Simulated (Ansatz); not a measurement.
**Orbital-resolved density of states of TaN**

```yaml
crystal:
  lattice:
    - [2.93800, 0.00000, 0.00000]
    - [-1.46900, 2.54438, 0.00000]
    - [0.00000, 0.00000, 2.88300]
  atoms:
    - { symbol: Ta, position: [0.33333, 0.66667, 0.50000] }
    - { symbol: N, position: [0.00000, 0.00000, 0.00000] }
```

Atom numbers follow the list: Ta1, N2.

The cell is COD entry 1538016, as deposited and not checked against the literature; nothing was relaxed.

Spin–orbit coupling is left out, though it moves levels of the heavy atoms by tenths of an eV or more.

Theory: DFT, PBE, all-electron LAPW, scalar-relativistic (Ansatz 0.2.0).

The runs use a Γ-centred 12×12×10 k mesh, Fermi–Dirac smearing of 0.02 eV, basis error target 0.5 meV/atom, no spin polarisation.

States per eV for one atom of each kind, in 0.4 eV bins named by their centres, from the Fermi level, projected on a minimal set of Löwdin-orthogonalised atomic shells; orbitals are real harmonics on the Cartesian axes, equal curves share a column, and empty bins are left out, as is all above 2.9 eV, near the top of the computed bands.

Ta1 5d:

```
# E all dz2 dxz=dyz dx2-y2=dxy
-9.1 0.01 0.01 0.00 0.00
-8.7 0.02 0.02 0.00 0.00
-8.3 0.11 0.04 0.01 0.02
-7.9 0.43 0.10 0.08 0.08
-7.5 0.66 0.11 0.12 0.16
-7.1 0.23 0.04 0.03 0.06
-6.7 0.26 0.03 0.05 0.07
-6.3 0.27 0.03 0.07 0.05
-5.9 0.30 0.06 0.07 0.05
-5.5 0.50 0.11 0.13 0.06
-5.1 0.49 0.09 0.16 0.04
-4.7 0.47 0.10 0.13 0.05
-4.3 0.48 0.09 0.10 0.09
-3.9 0.17 0.06 0.02 0.03
-3.5 0.03 0.02 0.00 0.00
-3.1 0.15 0.11 0.00 0.02
-2.7 0.34 0.22 0.01 0.05
-2.3 0.39 0.23 0.01 0.07
-1.9 0.68 0.30 0.02 0.17
-1.5 1.12 0.33 0.03 0.36
-1.1 0.73 0.15 0.02 0.27
-0.7 0.50 0.06 0.01 0.21
-0.3 0.03 0.00 0.00 0.01
0.1 0.07 0.00 0.00 0.03
0.5 0.12 0.00 0.01 0.05
0.9 0.19 0.01 0.02 0.07
1.3 0.58 0.06 0.10 0.16
1.7 0.75 0.12 0.12 0.20
2.1 0.85 0.19 0.13 0.20
2.5 1.00 0.26 0.19 0.18
```

N2 2p:

```
# E all pz px=py
-9.1 0.02 0.02 0.00
-8.7 0.04 0.04 0.00
-8.3 0.21 0.07 0.07
-7.9 0.70 0.20 0.25
-7.5 1.08 0.47 0.31
-7.1 0.40 0.16 0.12
-6.7 0.49 0.27 0.11
-6.3 0.56 0.23 0.16
-5.9 0.69 0.27 0.21
-5.5 1.06 0.55 0.25
-5.1 1.17 0.40 0.39
-4.7 1.38 0.20 0.59
-4.3 1.32 0.08 0.62
-3.9 0.42 0.03 0.19
-3.5 0.04 0.01 0.01
-3.1 0.07 0.04 0.01
-2.7 0.08 0.04 0.02
-2.3 0.08 0.04 0.02
-1.9 0.09 0.05 0.02
-1.5 0.13 0.08 0.02
-1.1 0.10 0.08 0.01
-0.7 0.08 0.06 0.01
0.9 0.01 0.00 0.00
1.3 0.08 0.02 0.03
1.7 0.14 0.04 0.05
2.1 0.20 0.05 0.07
2.5 0.19 0.06 0.07
```

Ta1 6s:

```
# E all
-9.1 0.01
-8.7 0.01
-8.3 0.04
-7.9 0.10
-7.5 0.13
-7.1 0.05
-6.7 0.03
-6.3 0.03
-5.9 0.03
-5.5 0.03
-5.1 0.03
-4.7 0.02
-4.3 0.01
-3.1 0.01
-2.7 0.01
-2.3 0.01
-1.9 0.03
-1.5 0.08
-1.1 0.04
-0.7 0.02
1.3 0.01
1.7 0.01
2.1 0.02
2.5 0.03
```
